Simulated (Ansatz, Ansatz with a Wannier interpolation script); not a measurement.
# G0W0 band structure of SiC (Moissanite)

G0W0 gives levels on a mesh alone; what do the bands of SiC (Moissanite) look like between the points?

Calculated with Ansatz 0.2.0; LDA, Wannier functions and G0W0, plane waves, PAW.

**What was measured.**

- Gap 3.33 eV: band gap at cryogenic temperature; bulk crystal (literature value) (quoted in “Silicon carbide diodes for neutron detection”, 2020, arxiv:2009.14696).

Report form: the programs' logs are mostly left out.

### Step 1. The structure

Symmetry: P6_3mc, No. 186, hexagonal system. The conventional cell has a = 3.076 Å, b = 3.076 Å, c = 5.048 Å, α = 90.00°, β = 90.00°, γ = 120.00°. Si has 4 C at 1.87 to 1.94 Å nearest. Nearest to C lie 4 Si at 1.87 to 1.94 Å. Farther neighbours are not listed.

The cell and positions come from the Crystallography Open Database and are kept as given unless a step says otherwise.

### Step 2. LDA bands

Levels along a band path, at the cheap level, show where the edges lie and whether the meshes to come will hold them.

This step: DFT, LDA, plane waves, PAW; PAW set soft_1.

File input.yaml:

```yaml
crystal:
  lattice:
    - [3.076, 0.0, 0.0]
    - [-1.538, 2.66389414, 0.0]
    - [0.0, 0.0, 5.048]
  atoms:
    - { symbol: Si, position: [0.33333333, 0.66666667, 0.0] }
    - { symbol: Si, position: [0.66666667, 0.33333333, 0.5] }
    - { symbol: C, position: [0.33333333, 0.66666667, 0.385] }
    - { symbol: C, position: [0.66666667, 0.33333333, 0.885] }
kpoints:
  mp_grid: { grid: [9, 9, 4] }
  band_path:
    path:
      - [[0.0, 0.0, 0.0], [0.5, 0.0, 0.0], [0.33333333, 0.33333333, 0.0], [0.0, 0.0, 0.0], [0.0, 0.0, 0.5], [0.5, 0.0, 0.5], [0.33333333, 0.33333333, 0.5], [0.0, 0.0, 0.5]]
      - [[0.5, 0.0, 0.5], [0.5, 0.0, 0.0]]
      - [[0.33333333, 0.33333333, 0.5], [0.33333333, 0.33333333, 0.0]]
    npoints: 10
hamiltonian:
  xc: lda
  pseudopotentials: { kind: paw, azcp: { folder: soft_1 }, xc_functional: pbe }
scf:
  occupations: { method: fermi_dirac, width: 0.02 }
  n_extra_bands: 30
output:
  eigenvalues: true
  fatbands: true
  write_density: true
  write_potential: true
  elf: true
  volumetric_format: npy
```

Command:

```console
$ ansatz run input.yaml --threads 3 --pin off --max-ram 92160MiB --backend cuda --events-out ev --progress --plain --runs-dir out --devices 1 --max-vram 13GiB
```

Wall time 12 s (1 × NVIDIA H100 80GB HBM3 (shared by 6 runs) with 3 threads of AMD EPYC 7R13 (Zen 3), shared host); peak memory 0.89 GiB.

Numbers from this step:

```yaml
filled_bands: 8
gap: 2.213 eV
valence_top_at: Γ
conduction_bottom_at: K
least_direct_gap: 3.988 eV
```

The gap is indirect, with the least direct gap 1.78 eV higher.

Valence density in the ac plane at fractional y = 0.333, with atoms of Si and C within 0.2 Å of it. It is the smooth field of the valence electrons, not physical close to the nuclei.

Ten even steps from '0' (0.1 e/Å³) to '9' (1.8 e/Å³):
```
2111123468998753
2111123589999864
2111123589989863
1100112479999853
1000012357998642
0000001245776421
0000000124554321
0000000123443210
0000000122332210
0000000111222111
1000001111111111
1111111110000011
2111122210000112
2222222210000122
2222222221000122
2222222211001122
1222221111111111
1111111100000011
0111110000000000
0000000000000000
0000000000000000
0000000000000000
0000000000000000
1000001111111111
1100111223333221
2111112345665432
```
Columns run along a (3.1 Å), rows up along c (5.0 Å). Atoms in or near the plane, at fractional coordinates: Si at (0.67, 0.50), C at (0.67, 0.88).

Electrostatic potential energy in the ac plane at fractional y = 0.333, with atoms of Si and C within 0.2 Å of it. With pseudopotentials it is smooth inside the atoms' cores, unlike the true potential.

Values in eV, 22 rows by 16 columns, each cell a mean:
```
  5   2  -1  -2   0   3   5   3 -10 -27 -36 -37 -31 -16   0   5
  6   5   3   3   4   5   6  -1 -21 -37 -37 -37 -37 -28  -6   5
  8   8   7   7   7   8   7  -1 -22 -37 -37 -37 -37 -29  -7   6
 10  10   9   9  10  10   9   3 -12 -29 -36 -37 -32 -18   0   8
 11  11  11  11  11  11  10   8   1 -10 -18 -19 -13  -2   6  10
 11  12  12  12  12  12  11   9   7   4   1   1   3   6   9  11
 11  12  12  12  12  11  10   7   5   2  -1  -1   1   4   7   9
  9  11  12  12  11  10   7   3  -5 -13 -17 -18 -15  -8   1   6
  7  10  11  11  10   8   4  -6 -20 -26 -25 -25 -26 -23 -11   1
  5   9  11  11  10   7   0 -16 -27 -23 -11  -9 -19 -27 -21  -4
  4   8  10  10   9   6  -2 -20 -28 -15   4   7  -9 -26 -24  -7
  5   8   9   9   8   6   0 -16 -27 -21  -8  -6 -17 -27 -21  -4
  6   8   8   8   8   7   3  -7 -21 -26 -25 -24 -26 -24 -12   1
  8   9   8   8   8   8   6   2  -7 -16 -21 -22 -18 -10   0   5
 10  10  10   9  10  10   9   7   4   0  -4  -4  -2   3   6   9
 11  11  11  11  11  11  11  10   8   7   6   6   7   8   9  11
 11  11  11  11  11  11  11  11  11  10  10  10  10  11  11  11
 11  10  10   9  10  10  11  11  12  12  12  12  12  12  12  11
  9   8   7   6   7   8  10  11  11  12  12  12  12  12  11  10
  7   5   3   3   4   6   8  10  11  11  11  11  11  11  10   9
  5   2  -1  -2   0   3   6   8   9   8   6   6   7   9   9   7
  4   1  -3  -4  -2   2   5   6   4  -3 -10 -11  -6   2   6   6
```
Columns run along a (3.1 Å; values clipped at the 3rd and 97th percentile), rows up along c (5.0 Å). Atoms in or near the plane, at fractional coordinates: Si at (0.67, 0.50), C at (0.67, 0.88).

### Step 3. Wannier functions (C:2s C:2p Si:3s Si:3p) on 9×9×4

Localised functions give a small Hamiltonian that interpolates between mesh points at no cost.

This step: maximally localised Wannier functions, LDA, plane waves, PAW; PAW set soft_1.

input.yaml, the sections that differ from step 2:

```yaml
kpoints:
  mp_grid: { grid: [9, 9, 4] }
scf:
  occupations: { method: fixed }
  n_extra_bands: 30
output:
  wannier:
    kmesh: [9, 9, 4]
    projections:
      - { species: C, l: s, shell: 2 }
      - { species: C, l: p, shell: 2 }
      - { species: Si, l: s, shell: 3 }
      - { species: Si, l: p, shell: 3 }
    minimise: true
    write_hr: true
    seedname: w
    conv_tol: 1.0e-06
    max_iter: 20000
    stability_check: false
    disentanglement:
      window: [-6.25, 23.58]
      frozen_window: [-6.25, 14.76]
      conv_tol: 1.0e-08
# crystal, hamiltonian: as in step 2
```

The job ended after 17 s (1 × NVIDIA H100 80GB HBM3 (shared by 6 runs) with 3 threads; peak memory 0.94 GiB).

w.win, one line in 2:

```text
! ansatz wannier90 interface
! states of the run's bands (counted from 1): 1-20
num_wann  = 16
conv_tol = 1e-6
dis_win_min = -6.25
dis_froz_min = -6.25
dis_num_iter = 10000
guiding_centres = true
write_hr = true
begin unit_cell_cart
       3.0759999988216666                      0.0                      0.0
                      0.0                      0.0                    5.048

Si        0.3333333333333333       0.6666666666666666                      0.0
C         0.3333333333333333       0.6666666666666666                    0.385
end atoms_frac
mp_grid = 9 9 4
```

Numbers from this step:

```yaml
gauge_invariant_spread: 18.57 Å²
diagonal_spread: 0.1132 Å²
off_diagonal_spread: 2.949 Å²
total_spread: 21.63 Å²
least_projectability: 0.4999
localisation_steps: 1050
disentanglement_steps: 106
r_m_s_interpolation_error: 0.009542 eV
r_m_s_error_near_the_gap: 0.01661 eV
```

Near the gap the model misses directly solved bands by 16.6 meV r.m.s. and by 123 meV at most in the window tested. This tests the starting bands, not the corrections carried with them.

Wannier functions, by row:

| function | x (Å) | y (Å) | z (Å) | spread (Å²) | nearest atom | distance (Å) |
| --- | --- | --- | --- | --- | --- | --- |
| 1 | 0.36 | 1.56 | 2.099 | 1.04 | C3 | 0.448 |
| 2 | 1.178 | 1.104 | 4.623 | 1.04 | C4 | 0.448 |
| 3 | 0 | 1.776 | 1.521 | 1.093 | C3 | 0.422 |
| 4 | -0.367 | 1.572 | 2.098 | 1.04 | C3 | 0.448 |
| 5 | 0.007 | 2.196 | 2.098 | 1.04 | C3 | 0.448 |
| 6 | 1.538 | 0.888 | 4.045 | 1.093 | C4 | 0.422 |
| 7 | 1.906 | 1.091 | 4.622 | 1.04 | C4 | 0.448 |
| 8 | 1.531 | 0.468 | 4.622 | 1.04 | C4 | 0.448 |
| 9 | -0.684 | 2.171 | 0.327 | 1.661 | Si1 | 0.855 |
| 10 | 2.222 | 0.493 | 2.851 | 1.661 | Si2 | 0.855 |
| 11 | 0 | 1.776 | -0.935 | 1.618 | Si1 | 0.935 |
| 12 | 0.684 | 2.171 | 0.327 | 1.661 | Si1 | 0.855 |
| 13 | 0 | 0.986 | 0.327 | 1.661 | Si1 | 0.855 |
| 14 | 1.538 | 0.888 | 1.589 | 1.618 | Si2 | 0.935 |
| 15 | 0.854 | 0.493 | 2.851 | 1.661 | Si2 | 0.855 |
| 16 | 1.538 | 1.678 | 2.851 | 1.661 | Si2 | 0.855 |

Frozen up to 5.21 eV; above it the model need not follow the bands. The electronic bands at the labelled points (eV, zero at the valence-band top; v1 is the highest filled band, c1 the lowest empty one):

| point | v4 | v3 | v2 | v1 | c1 | c2 | c3 | c4 |
| --- | --- | --- | --- | --- | --- | --- | --- | --- |
| Γ | -1.55 | -0.27 | -0.27 | 0.00 | 4.58 | 6.03 | 6.41 | 6.41 |
| halfway | -3.19 | -2.75 | -0.93 | -0.90 | 3.79 | 5.67 | 6.95 | 7.76 |
| M | -5.44 | -3.55 | -3.29 | -1.49 | 2.49 | 4.12 | 7.07 | 7.54 |
| halfway | -5.50 | -4.80 | -3.36 | -2.82 | 3.15 | 4.88 | 7.52 | 8.54 |
| K | -6.48 | -4.13 | -4.05 | -4.05 | 2.21 | 7.85 | 8.54 | 8.54 |
| halfway | -4.34 | -3.06 | -1.73 | -1.17 | 5.00 | 5.57 | 6.75 | 6.93 |
| Γ | -1.55 | -0.27 | -0.27 | 0.00 | 4.58 | 6.03 | 6.41 | 6.41 |
| halfway | -1.39 | -1.39 | -0.49 | -0.49 | 4.85 | 6.54 | 6.54 | 6.78 |
| A | -0.96 | -0.96 | -0.96 | -0.96 | 5.64 | 5.64 | 7.07 | 7.07 |
| halfway | -3.08 | -3.08 | -1.96 | -1.96 | 4.27 | 4.27 | 7.24 | 7.24 |
| L | -2.70 | -2.70 | -2.34 | -2.34 | 3.09 | 3.09 | 4.80 | 4.80 |
| halfway | -4.47 | -4.47 | -1.95 | -1.95 | 4.07 | 4.07 | 6.12 | 6.12 |
| H | -5.89 | -5.89 | -1.75 | -1.75 | 4.76 | 4.76 | 5.86 | 5.86 |
| halfway | -3.19 | -3.19 | -2.65 | -2.65 | 4.95 | 4.95 | 7.34 | 7.34 |
| A | -0.96 | -0.96 | -0.96 | -0.96 | 5.64 | 5.64 | 7.07 | 7.07 |
| jump to L | -2.70 | -2.70 | -2.34 | -2.34 | 3.09 | 3.09 | 4.80 | 4.80 |
| halfway | -4.17 | -3.32 | -2.35 | -1.90 | 2.85 | 3.12 | 6.73 | 7.26 |
| M | -5.44 | -3.55 | -3.29 | -1.49 | 2.49 | 4.12 | 7.07 | 7.54 |
| jump to H | -5.89 | -5.89 | -1.75 | -1.75 | 4.76 | 4.76 | 5.86 | 5.86 |
| halfway | -6.69 | -4.78 | -2.85 | -2.85 | 3.40 | 6.27 | 6.27 | 7.69 |
| K | -6.48 | -4.13 | -4.05 | -4.05 | 2.21 | 7.85 | 8.54 | 8.54 |

The same for Kohn-Sham, solved directly:

| point | v4 | v3 | v2 | v1 | c1 | c2 | c3 | c4 |
| --- | --- | --- | --- | --- | --- | --- | --- | --- |
| Γ | -1.55 | -0.27 | -0.27 | 0.00 | 4.58 | 6.02 | 6.40 | 6.40 |
| M | -5.44 | -3.55 | -3.29 | -1.49 | 2.50 | 4.13 | 6.66 | 7.13 |
| K | -6.48 | -4.13 | -4.05 | -4.05 | 2.21 | 7.85 | 8.54 | 8.54 |
| Γ | -1.55 | -0.27 | -0.27 | 0.00 | 4.58 | 6.02 | 6.40 | 6.40 |
| A | -0.96 | -0.96 | -0.96 | -0.96 | 5.64 | 5.64 | 7.07 | 7.07 |
| L | -2.69 | -2.69 | -2.34 | -2.34 | 3.10 | 3.10 | 4.90 | 4.90 |
| H | -5.89 | -5.89 | -1.75 | -1.75 | 4.76 | 4.76 | 5.86 | 5.86 |
| A | -0.96 | -0.96 | -0.96 | -0.96 | 5.64 | 5.64 | 7.07 | 7.07 |
| L | -2.69 | -2.69 | -2.34 | -2.34 | 3.10 | 3.10 | 4.90 | 4.90 |
| M | -5.44 | -3.55 | -3.29 | -1.49 | 2.50 | 4.13 | 6.66 | 7.13 |
| H | -5.89 | -5.89 | -1.75 | -1.75 | 4.76 | 4.76 | 5.86 | 5.86 |
| K | -6.48 | -4.13 | -4.05 | -4.05 | 2.21 | 7.85 | 8.54 | 8.54 |

### Step 4. G0W0 at every point of the mesh: 9×9×4 mesh, 190 empty bands, screening to 160 eV, PAW set soft_1 files

G0W0 replaces the xc potential by the self-energy, built once from these orbitals. Only a window of levels is corrected, while the sums run over the empty bands that the input names.

This step: G0W0 on LDA, plane waves, PAW; PAW set soft_1.

input.yaml, the sections that differ from step 3:

```yaml
scf:
  occupations: { method: fixed }
gw:
  n_empty_bands: 190
  ecut_chi: 160.0
  qp_bands: [v8, c4]
  screening: { model: contour_deformation }
# crystal, kpoints, hamiltonian: as in step 3
# output: removed
```

The job ended after 85 s (1 × NVIDIA H100 80GB HBM3 (shared by 6 runs) with 3 threads; peak memory 1.4 GiB).

This step gave:

| Property | Result |
| --- | --- |
| bands summed | 198 |
| RPA ε∞ on this mesh (eigenvalues) | 6.648, 6.648, 7.055 |
| plane waves in the screening matrix | 197 |
| q-points in the mesh | 324 |
| G0W0 gap on the mesh | 3.129 eV |
| k of the valence top | 0, 0, 0 |
| k of the conduction bottom | 0.3333, 0.3333, 0 |
| starting gap on the mesh | 2.213 eV |
| Z at the valence top | 0.7888 |
| Z at the conduction bottom | 0.8217 |
| least direct G0W0 gap on the computed points | 5.130 eV |

The gap on the mesh goes from 2.21 eV to 3.13 eV, a correction of +0.92 eV. Between the two edge states, bare exchange in place of the xc potential would open the gap by 6.84 eV, and correlation takes back 5.92 eV.

### Step 5. Interpolating the corrections

A script adds the corrections, carried to the Wannier functions and back, to the LDA levels, along the path and on a 26×26×9 mesh.

```
G0W0 gap over the zone     : 3.129 eV
valence top at             : Γ
conduction bottom at       : K
starting gap over the zone : 2.213 eV
least direct G0W0 gap      : 5.092 eV
G0W0 gap on the mesh       : 3.129 eV
valence width, start       : 15.64 eV
valence width, G0W0        : 16.04 eV
gap by a rigid shift       : 3.129 eV
```

Levels solved directly plus the interpolated quasiparticle correction. Limits: finite bands, cutoff and mesh. The quasiparticle bands at the labelled points (eV, zero at the valence-band top of each set; v1 is the highest filled band, c1 the lowest empty one):

| point | v4 | v3 | v2 | v1 | c1 |
| --- | --- | --- | --- | --- | --- |
| Γ | -1.68 | -0.29 | -0.29 | 0.00 | 5.68 |
| halfway | -3.43 | -2.95 | -0.99 | -0.97 | 4.85 |
| M | -5.67 | -3.79 | -3.44 | -1.61 | 3.49 |
| halfway | -5.75 | -5.04 | -3.54 | -3.02 | 4.11 |
| K | -6.75 | -4.38 | -4.27 | -4.27 | 3.13 |
| halfway | -4.61 | -3.26 | -1.86 | -1.25 | 6.08 |
| Γ | -1.68 | -0.29 | -0.29 | 0.00 | 5.68 |
| halfway | -1.50 | -1.50 | -0.53 | -0.53 | 5.97 |
| A | -1.04 | -1.04 | -1.04 | -1.04 | 6.77 |
| halfway | -3.26 | -3.26 | -2.11 | -2.11 | 5.34 |
| L | -2.88 | -2.88 | -2.50 | -2.50 | 4.06 |
| halfway | -4.71 | -4.71 | -2.09 | -2.09 | 5.07 |
| H | -6.14 | -6.14 | -1.88 | -1.88 | 5.85 |
| halfway | -3.40 | -3.40 | -2.82 | -2.82 | 6.03 |
| A | -1.04 | -1.04 | -1.04 | -1.04 | 6.77 |
| jump to L | -2.88 | -2.88 | -2.50 | -2.50 | 4.06 |
| halfway | -4.40 | -3.55 | -2.49 | -2.04 | 3.82 |
| M | -5.67 | -3.79 | -3.44 | -1.61 | 3.49 |
| jump to H | -6.14 | -6.14 | -1.88 | -1.88 | 5.85 |
| halfway | -6.95 | -5.04 | -3.03 | -3.03 | 4.37 |
| K | -6.75 | -4.38 | -4.27 | -4.27 | 3.13 |

The same for LDA:

| point | v4 | v3 | v2 | v1 | c1 |
| --- | --- | --- | --- | --- | --- |
| Γ | -1.55 | -0.27 | -0.27 | 0.00 | 4.58 |
| M | -5.44 | -3.55 | -3.29 | -1.49 | 2.50 |
| K | -6.48 | -4.13 | -4.05 | -4.05 | 2.21 |
| Γ | -1.55 | -0.27 | -0.27 | 0.00 | 4.58 |
| A | -0.96 | -0.96 | -0.96 | -0.96 | 5.64 |
| L | -2.69 | -2.69 | -2.34 | -2.34 | 3.10 |
| H | -5.89 | -5.89 | -1.75 | -1.75 | 4.76 |
| A | -0.96 | -0.96 | -0.96 | -0.96 | 5.64 |
| L | -2.69 | -2.69 | -2.34 | -2.34 | 3.10 |
| M | -5.44 | -3.55 | -3.29 | -1.49 | 2.50 |
| H | -5.89 | -5.89 | -1.75 | -1.75 | 4.76 |
| K | -6.48 | -4.13 | -4.05 | -4.05 | 2.21 |

Minima of the lowest conduction band, from levels solved directly at the displaced points, plus the interpolated correction; masses are left empty at degenerate points, on flat bands and where the interpolated correction rules the curvature; G0W0 masses are rough. Conduction valleys, by row:

| point | k (reciprocal lattice) | valleys in the zone | G0W0 level above the valence top (eV) | LDA level above the valence top (eV) | G0W0 principal masses (m_e) | LDA principal masses (m_e) |
| --- | --- | --- | --- | --- | --- | --- |
| K | 0.333 0.333 0.000 | 2 | 3.129 | 2.213 | 0.266 0.414 0.414 | 0.273 0.427 0.427 |
| M | -0.500 0.000 0.000 | 3 | 3.494 | 2.5 | 0.136 0.996 1.073 | 0.140 0.931 1.045 |
| - | 0.500 -0.000 0.372 | 6 | 3.756 | 2.829 | - | - |

Second differences of levels solved directly at the displaced points, plus the interpolated correction, at the quasiparticle band edges; no spin-orbit coupling; left empty where the band is flat or the interpolated correction rules the curvature. Effective masses, by row:

| carrier | point | Cartesian direction | band | LDA mass (m_e) | G0W0 mass (m_e) |
| --- | --- | --- | --- | --- | --- |
| hole | Γ | 100 | 8 | 1.787 | 1.689 |
| hole | Γ | 010 | 8 | 1.787 | 1.689 |
| hole | Γ | 001 | 8 | 0.191 | 0.178 |
| hole | Γ | 110 | 8 | 1.787 | 1.689 |
| hole | Γ | 111 | 8 | 0.472 | 0.441 |
| electron | K | 100 | 9 | 0.427 | 0.414 |
| electron | K | 010 | 9 | 0.427 | 0.414 |
| electron | K | 001 | 9 | 0.273 | 0.266 |
| electron | K | 110 | 9 | 0.427 | 0.414 |
| electron | K | 111 | 9 | 0.359 | 0.349 |

Corrections by starting level (eV, on the run's own energy scale, so only their differences matter):

| start | correction |
| --- | --- |
| -15.64 | −0.85 |
| -12.66 | −0.89 |
| -11.02 | −0.80 |
| -7.95 | −0.72 |
| -6.66 | −0.71 |
| -5.03 | −0.69 |
| -4.05 | −0.67 |
| -2.92 | −0.65 |
| -2.06 | −0.60 |
| -1.39 | −0.56 |
| 0.00 | −0.45 |
| 3.16 | +0.52 |
| 4.16 | +0.58 |
| 5.35 | +0.70 |
| 6.27 | +0.72 |
| 6.94 | +0.74 |
| 8.00 | +0.77 |

### Step 6. Summary of results

```
LDA gap                             : 2.21 eV
G0W0 gap over the zone              : 3.13 eV, indirect
least direct G0W0 gap, in the model : 5.09 eV
GW settings                         : 9×9×4 mesh, 190 empty bands, screening to 160 eV, PAW set soft_1 files
known limits                        : not at the basis limit
```

In words: The Wannier model follows the LDA bands to 17 meV r.m.s. near the gap, and misses by up to 123 meV in the window tested, so levels away from the edges are rougher. The G0W0 gap over the zone is 3.13 eV, indirect, from Γ to K; on the mesh alone it is 3.13 eV, nearly the same. The valence width in the model goes from 15.64 eV to 16.04 eV. At the band edge the lightest electron mass is 0.27 m_e at the start and 0.27 m_e in G0W0; the G0W0 masses rest on corrections from the 9×9×4 mesh alone and are rough. Against experiment, by G0W0@LDA: the gap of 3.13 eV lies −0.20 eV from the measured 3.33 eV (kind not stated, quoted 2020). The calculation has static nuclei and no excitons; a measured gap holds zero-point and thermal motion, which mostly lowers it. Bands and cutoff are finite, so the gap is not at the basis limit. The miss can reach some tenths of an eV and take either sign; the mesh is an error of its own. Above the frozen window of the model the interpolated levels need not meet the computed ones, even at points of the mesh.

[Paths, hosts, dates, memory and timing lines, banners, echoed tables and standing remarks are left out of the program output.]

[Logs are printed without paths, hosts, clocks, repeated set-up lines and the standing remarks that a program may print on its own settings, such as how far it seeks lower states.]

[Runs of the session that timed out or met a known fault of the program may be left out.]

[Hosts, paths, dates, database ids (printed as entryN), source tags and the programs' standing remarks are cut or masked in the printed files.]
